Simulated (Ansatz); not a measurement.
# C: the cost of one run

Program: Ansatz 0.2.0. Level of theory: DFT PBE+D3(BJ), scalar-relativistic, plane waves, PAW. These are calculated values, not measurements.

### Step 1. The starting structure

Symmetry: P6/mmm, No. 191, hexagonal system. Conventional cell: a = 2.456 Å, b = 2.456 Å, c = 8.524 Å, α = 90.00°, β = 90.00°, γ = 120.00°. C (site symmetry -6m2) has 3 C at 1.42 Å as nearest neighbours.

As a file:

```
CELL_PARAMETERS angstrom
2.45617 0.00000 0.00000
-1.22809 2.12711 0.00000
0.00000 0.00000 8.52380
ATOMIC_POSITIONS crystal
C 0.33333 0.66667 0.00000
C 0.66667 0.33333 0.00000
```

It goes back to an entry of the Materials Project, which need not be the stable form.

The cell is taken as given, not relaxed at this level.

### Step 2. Setting up one atom moved over a plane

Atom 1 (C) is moved by p along (0.000, 1.000, 0.000) and q along (0.000, 0.000, 1.000) (Å), all else fixed; its images in the other cells move with it. Points alike by symmetry are run once.

### Step 3. At p = -0.300, q = -0.300

input.yaml

```yaml
crystal:
  lattice:
    - [2.4561701622, 0.0, 0.0]
    - [-1.2280850811, 2.1271057565, 0.0]
    - [0.0, 0.0, 8.52380336]
  atoms:
    - { symbol: C, position: [0.2628149778, 0.5256299556, -0.0351955562] }
    - { symbol: C, position: [0.6666666667, 0.3333333333, 0.0] }
basis:
  ecutwfc: 420
kpoints:
  mp_grid: { grid: [24, 24, 6] }
hamiltonian:
  xc: pbe
  dispersion: d3bj
scf:
  occupations: { method: gaussian, width: 0.15 }
output:
  forces: true
  stress: true
  eigenvalues: true
```

Command:

```
$ ansatz run input.yaml --threads 1 --pin off --max-ram 1228MiB --backend cpu --events-out ev --progress --plain --runs-dir out
```

Q: Estimate wall time and peak memory on 1 thread of an x86-64 CPU, shared host.

About 9.1 s, with a peak of 0.65 GiB.
